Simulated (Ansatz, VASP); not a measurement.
**Two plane-wave programs on Sb**

Contents of POSCAR:

```
Sb
1.0
    3.1600000000      0.0000000000      0.0000000000
    0.0000000000      3.1600000000      0.0000000000
    0.0000000000      0.0000000000      3.1600000000
Sb
1
Direct
    0.0000000000      0.0000000000      0.0000000000
```

INCAR.step1

```
SYSTEM = Sb
PREC = Accurate
ENCUT = 520
EDIFF = 1E-5
ISMEAR = -1
SIGMA = 0.05
LREAL = .FALSE.
LASPH = .TRUE.
NELM = 60
ALGO = Normal
ISIF = 2
LWAVE = .TRUE.
NBANDS = 8
GGA = PE
```

The input INCAR.step2:

```
SYSTEM = Sb
PREC = Accurate
ENCUT = 520
EDIFF = 1E-6
ISMEAR = -1
SIGMA = 0.05
LREAL = .FALSE.
LASPH = .TRUE.
NELM = 60
ALGO = Normal
ISIF = 2
LWAVE = .FALSE.
LCHARG = .TRUE.
GGA = PE
LHFCALC = .TRUE.
HFSCREEN = 0.2079
PRECFOCK = Normal
LELF = .TRUE.
LVHAR = .TRUE.
NBANDS = 8
ISTART = 1
```

Contents of KPOINTS:

```
regular mesh
0
G
  5 5 5
  0 0 0
```

Contents of input.yaml:

```yaml
crystal:
  lattice:
    - [3.16, 0.0, 0.0]
    - [0.0, 3.16, 0.0]
    - [0.0, 0.0, 3.16]
  atoms:
    - { symbol: Sb, position: [0.0, 0.0, 0.0] }
hamiltonian:
  xc: hse06
  pseudopotentials: { kind: paw }
kpoints:
  mp_grid: { grid: [5, 5, 5] }
  band_path:
    path:
      - [[0.0, 0.0, 0.0], [0.0, 0.5, 0.0], [0.5, 0.5, 0.0], [0.0, 0.0, 0.0], [0.5, 0.5, 0.5], [0.0, 0.5, 0.0]]
      - [[0.5, 0.5, 0.0], [0.5, 0.5, 0.5]]
    npoints: 4
scf:
  occupations: { method: fermi_dirac, width: 0.05 }
  n_extra_bands: 6
output:
  forces: true
  stress: true
  eigenvalues: true
  fatbands: false
```

This isn't the form of Sb at room conditions, which is rhombohedral.

Alike in both runs: functional HSE06; k mesh 5 × 5 × 5; occupations fermi-dirac, width 0.05 eV; no spin polarisation.

|  | VASP | Ansatz |
| --- | --- | --- |
| version | VASP 6.6.1 | Ansatz 0.2.0 |
| potentials or method | VASP PAW PBE potentials, release 64 (Sb) | Ansatz PAW |
| plane-wave cutoff (eV) | 520 | 420 |
| valence electrons in the cell | 5 | 15 |
| task | single point | band structure |

|  | VASP | Ansatz | Ansatz less VASP |
| --- | --- | --- | --- |
| gap on the k mesh at the Fermi level (eV) | none | none | - |
| pressure (GPa) | -5.3 | -4.4 | +0.90 |

A gap of «none» marks a metal or a gap that the smearing closes. The functional is the same, so the differences come from potentials, cutoffs and numerics. The two sets of potentials don't hold the same shells in valence.

Caveats: the k mesh is coarse (spacing up to 0.40 Å⁻¹), so the values aren't converged, least of all with exact exchange; the PAW data sets were made with another functional, which shifts forces and pressure a little (VASP); spin-orbit coupling is left out, which moves the levels of the heavy elements (Ansatz); the PAW data sets come from PBE, with cores solved anew for the run's functional, which leaves a small shift of forces and pressure (Ansatz); the thresholds are loose for stress (Ansatz). The runs have no spin-orbit coupling, so splittings on Sb are missing.
